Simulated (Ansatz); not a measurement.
# GaSb in Ansatz: the effect of functional

The system is GaSb.

```
Sb Ga
1.0
     0.00000    3.05900    3.05900
     3.05900    0.00000    3.05900
     3.05900    3.05900    0.00000
Sb Ga
1 1
Direct
  0.75000 0.75000 0.75000
  0.00000 0.00000 0.00000
```

Alike in all runs:

```yaml
Program: Ansatz 0.2.0
Task: band structure
Potentials_or_basis: Ansatz PAW
k_mesh: 8 × 8 × 8
Occupations: fermi-dirac, width 0.05 eV
Spin: no spin polarisation
```

| functional | cutoff | gap on the mesh (eV) | pressure (GPa) |
| --- | --- | --- | --- |
| LDA | 420 eV (not typed: the program's choice for these potentials) | none | -1.7 |
| PBEsol | 420 eV (not typed: the program's choice for these potentials) | none | -0.2 |
| RPBE | 420 eV (not typed: the program's choice for these potentials) | 0.13 | 3.9 |
| revPBE | 420 eV (not typed: the program's choice for these potentials) | 0.11 | 3.5 |
| BLYP | 420 eV (not typed: the program's choice for these potentials) | ? | ? |
| r2SCAN | 500 eV (not typed: the program's choice for these potentials) | 0.47 | 0.4 |

Q: What does the run with functional BLYP give?

A: gap on the mesh none; pressure 5.3 GPa.

Caveats: spin-orbit coupling is left out, which moves the levels of the heavy elements; the PAW data sets come from PBE, with cores solved anew for the run's functional, which leaves a small shift of forces and pressure.

A gap of «none» marks a metal or a gap under the smearing width.

Runs at the PBE level aren't shown here.
